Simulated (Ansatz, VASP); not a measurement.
**One calculation of Si, two programs**

```
Si
1.0
     0.00000    2.66744    2.66744
     2.66744    0.00000    2.66744
     2.66744    2.66744    0.00000
Si
2
Cartesian
  4.0012 4.0012 4.0012
  2.6674 2.6674 2.6674
```

Alike in both runs: functional PBE; k mesh 12 × 12 × 12; occupations gaussian, width 0.02 eV; no spin polarisation.

Ansatz relaxed the structure, and its values are those at the end. VASP's run is a single point on that final structure, the one shown.

|  | VASP | Ansatz |
| --- | --- | --- |
| version | VASP 6.6.1 | Ansatz 0.2.0 |
| potentials or method | VASP PAW PBE potentials, release 64 (Si) | scalar-relativistic, plane waves, norm-conserving pseudopotentials |
| plane-wave cutoff (eV) | 520 | 490 |
| valence electrons in the cell | 8 | 8 |

Ansatz gave:

* gap on the k mesh at the Fermi level (eV): 0.47
* least direct gap on the mesh (eV): 2.57
* pressure (GPa): 7.7

Which values does VASP return?

gap on the k mesh at the Fermi level (eV): 0.47; least direct gap on the mesh (eV): 2.59; pressure (GPa): 7.7.

A k mesh can miss the band edges. As with any semilocal functional, this PBE gap is likely too small.
